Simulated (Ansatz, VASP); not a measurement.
## One calculation of Ge, two programs

INCAR

```
PREC = Accurate
ENCUT = 520
EDIFF = 1E-7
ISMEAR = -1
SIGMA = 0.05
LREAL = False
LASPH = True
NELM = 80
ALGO = Normal
ISIF = 2
LWAVE = False
LCHARG = True
GGA = RP
LELF = True
LVHAR = True
NBANDS = 21
```

KPOINTS

```
regular mesh
0
Gamma
  9 9 9
```

Contents of POSCAR:

```
Ge
1.0
    0.0000000000      2.9132079994      2.9132079994
    2.9132079994      0.0000000000      2.9132079994
    2.9132079994      2.9132079994      0.0000000000
Ge
2
Direct
    0.5000000000      0.5000000000      0.5000000000
    0.7500000000      0.7500000000      0.7500000000
```

Input for Ansatz:

```yaml
crystal:
  lattice:
    - [0.0, 2.9132079994, 2.9132079994]
    - [2.9132079994, 0.0, 2.9132079994]
    - [2.9132079994, 2.9132079994, 0.0]
  atoms:
    - { symbol: Ge, position: [0.5, 0.5, 0.5] }
    - { symbol: Ge, position: [0.75, 0.75, 0.75] }
hamiltonian:
  xc: rpbe
  pseudopotentials:
    kind: paw
    azcp:
      Ge: "pseudopotentials/Ge.paw.azcp"
basis:
  ecutwfc: 420
  fft_grid_basis: typed
kpoints:
  mp_grid: { grid: [9, 9, 9], shift: [0, 0, 0] }
magnetization:
  spin_polarized: false
scf:
  occupations: { method: fermi_dirac, width: 0.05 }
output:
  stress: true
```

Alike in both runs: task single point; functional RPBE; k mesh 9 × 9 × 9; occupations fermi-dirac, width 0.05 eV; no spin polarisation.

|  | VASP | Ansatz |
| --- | --- | --- |
| version | VASP 6.6.1 | Ansatz 0.2.0 |
| potentials or method | VASP PAW PBE potentials, release 64 (Ge_d) | plane waves (420 eV) with PAW, scalar-relativistic |
| plane-wave cutoff (eV) | 520 | 420 |
| valence electrons in the cell | 28 | 28 |

VASP gave:

- pressure (GPa): -0.4

Task: Estimate Ansatz's values.

Result: Pressure (GPa): -0.3.

Caveats: the PAW data sets were made with another functional, which shifts forces and pressure a little (VASP).
